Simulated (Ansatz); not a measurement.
# Re: properties at the relaxed cell

One table from this session's results is given with a row withheld; the runs are named, their logs left out.

Program: Ansatz 0.2.0. Level of theory: DFT PBE, scalar-relativistic, plane waves, PAW. These are calculated values, not measurements.

1 further run of the same task is left out (set aside as unsound or not needed).

**The starting structure**

It takes space group P6_3/mmc (No. 194, hexagonal). The conventional cell has a = 2.775 Å, b = 2.775 Å, c = 4.484 Å, α = 90.00°, β = 90.00°, γ = 120.00°. Re (site symmetry -6m2) has 12 Re at 2.76 to 2.77 Å as nearest neighbours.

Structure file:

```cif
data_structure
_symmetry_space_group_name_H-M 'P6_3/mmc'
_symmetry_Int_Tables_number 194
_cell_length_a 2.7749
_cell_length_b 2.7749
_cell_length_c 4.4841
_cell_angle_alpha 90.000
_cell_angle_beta 90.000
_cell_angle_gamma 120.000
_cell_volume 29.90
loop_
_atom_site_label
_atom_site_type_symbol
_atom_site_symmetry_multiplicity
_atom_site_Wyckoff_symbol
_atom_site_fract_x
_atom_site_fract_y
_atom_site_fract_z
_atom_site_occupancy
Re1 Re 2 c 0.33333 0.66667 0.25000 1
```

It is the result of an earlier relaxation at this level (volume 14.95 Å³/atom; gap on the mesh: none (metal)).

Set-up of the first run:

The input, input.yaml:

```yaml
crystal:
  lattice:
    - [2.7748870721, 0.0, 0.0]
    - [-1.387443536, 2.4031226971, 0.0]
    - [0.0, 0.0, 4.4841279648]
  atoms:
    - { symbol: Re, position: [0.3333333333, 0.6666666667, 0.25] }
    - { symbol: Re, position: [0.6666666667, 0.3333333333, 0.75] }
basis:
  ecutwfc: 420
kpoints:
  mp_grid: { grid: [18, 18, 10] }
  band_path:
    path:
      - [[0.0, 0.0, 0.0], [0.5, 0.0, 0.0], [0.33333333, 0.33333333, 0.0], [0.0, 0.0, 0.0], [0.0, 0.0, 0.5], [0.5, 0.0, 0.5], [0.33333333, 0.33333333, 0.5], [0.0, 0.0, 0.5]]
      - [[0.5, 0.0, 0.5], [0.5, 0.0, 0.0]]
      - [[0.33333333, 0.33333333, 0.5], [0.33333333, 0.33333333, 0.0]]
    npoints: 14
hamiltonian:
  xc: pbe
scf:
  occupations: { method: gaussian, width: 0.1 }
  n_extra_bands: 6
output:
  forces: true
  stress: true
  eigenvalues: true
  populations: true
  dos: { projected: true, de: 0.02, nscf_kmesh: { grid: [27, 27, 15] } }
  bader: true
```

Launch:

```bash
$ ansatz run input.yaml --threads 1 --pin off --max-ram 2560MiB --backend cpu --events-out ev --progress --plain --runs-dir out
```

Steps of the session up to this table: Electronic structure at the relaxed geometry; Point at V/V0 = 0.97; Point at V/V0 = 1.03; Volume × 0.94; Point at V/V0 = 1.06.

One table of the session follows, with a row left open; its other results are not shown here.

It belongs to the step «Equation of state». 

| volume (Å³/atom) | energy above the lowest point (meV/atom) | pressure (GPa) |
| --- | --- | --- |
| 14.054 | 68.3 | 25.84 |
| 14.502 | ? | ? |
| 14.951 | 0.0 | -0.01 |
| 15.399 | 14.6 | -10.10 |
| 15.848 | 55.3 | -18.66 |

Estimate the missing values for volume (Å³/atom) = 14.502.

Worked estimate for «energy above the lowest point (meV/atom)». A straight line through the neighbours (14.054, 68.3) and (14.951, 0.0) gives 68.3 + (0.0 − 68.3) × (14.502 − 14.054) / (14.951 − 14.054) = 34.2; a parabola fitted to 3 rows on both sides gives 17.9.

The run gave: energy above the lowest point (meV/atom): 16.1; pressure (GPa): 11.87. In «energy above the lowest point (meV/atom)» the line misses by +18.1 and the parabola by +1.8.
